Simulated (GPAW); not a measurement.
Here is a GPAW 26.7.0 calculation.

File run.py:

```python
import numpy as np
from ase.dft.bandgap import bandgap
from ase.io import read, write
from ase.units import GPa
from gpaw import GPAW, PW
from gpaw.spinorbit import soc_eigenstates

atoms = read('PtSe2.xyz')

calc = GPAW(mode=PW(600),
            xc='MGGA_X_R4SCAN+MGGA_C_R2SCAN',
            kpts={'size': (6, 6, 4), 'gamma': True},
            occupations={'name': 'fermi-dirac', 'width': 0.05},
            nbands=26,
            convergence={'density': 1e-05, 'energy': 1e-05},
            maxiter=150,
            txt='gpaw.txt')
atoms.calc = calc
energy = atoms.get_potential_energy()
forces = atoms.get_forces()
stress = atoms.get_stress()
calc.write('gs.gpw')
write('result.traj', atoms)
print(f'Energy: {energy:.6f} eV')
print('Forces (eV/A):')
print(forces.round(4))
print('Stress (GPa):', (stress / GPa).round(3))
print('Fermi level:', round(calc.get_fermi_level(), 4), 'eV')
print(f'Gap: {bandgap(calc)[0]:.4f} eV, direct: {bandgap(calc, direct=True)[0]:.4f} eV')

path = atoms.cell.bandpath('GMKGALHA,LM,KH', npoints=60, eps=1e-4)
bs_calc = calc.fixed_density(kpts=path, symmetry='off', nbands=41,
                             convergence={'bands': 'CBM+6.0', 'eigenstates': 1e-6}, txt='bands.txt')
bs = bs_calc.band_structure()
bs.write('bs.json')
print(f'Gap on the path: {bandgap(bs_calc)[0]:.4f} eV')

soc = soc_eigenstates(bs_calc, theta=54.7, phi=45, ignore_xc_potential=True)
np.savetxt('soc_bands.dat', soc.eigenvalues(), fmt='%.4f')
mesh = soc_eigenstates('gs.gpw', theta=54.7, phi=45, ignore_xc_potential=True)
np.savetxt('soc_mesh.dat', mesh.eigenvalues(), fmt='%.4f')
print('Fermi level with spin-orbit coupling:', round(mesh.fermi_level, 4), 'eV')
```

PtSe2.xyz

```xyz
3
Lattice="3.7240000000 0.0000000000 0.0000000000 -1.8620000000 3.2250786037 0.0000000000 0.0000000000 0.0000000000 5.0620000000" Properties=species:S:1:pos:R:3 pbc="T T T"
Pt     0.0000000000      0.0000000000      0.0000000000
Se     1.8620000002      1.0750262011      3.7965000000
Se    -0.0000000002      2.1500524026      1.2655000000
```

Potentials or basis: GPAW PAW data sets (gpaw-data 1.2.1), pw.

Launch:

```console
$ OMP_NUM_THREADS=1 python run.py
```

**Question.** Predict the band gap along the path.

**Answer.** None (metal or under the smearing width).

**Question.** Predict the pressure.

**Answer.** 3.7 GPa.

**Question.** Predict the largest force.

**Answer.** 0.278 eV/Å.

Forces on the atoms (eV/Å):
```
Pt   0.000  0.000  0.000
Se   0.000  0.000 -0.278
Se   0.000  0.000  0.278
```

Caveat: spin-orbit coupling was added after a scalar SCF, so levels and gaps hold it while energy, forces, pressure and moments don't; this program's spin-orbit splittings come out too wide for heavy elements; the PAW data sets were made with another functional, which shifts forces and pressure a little.
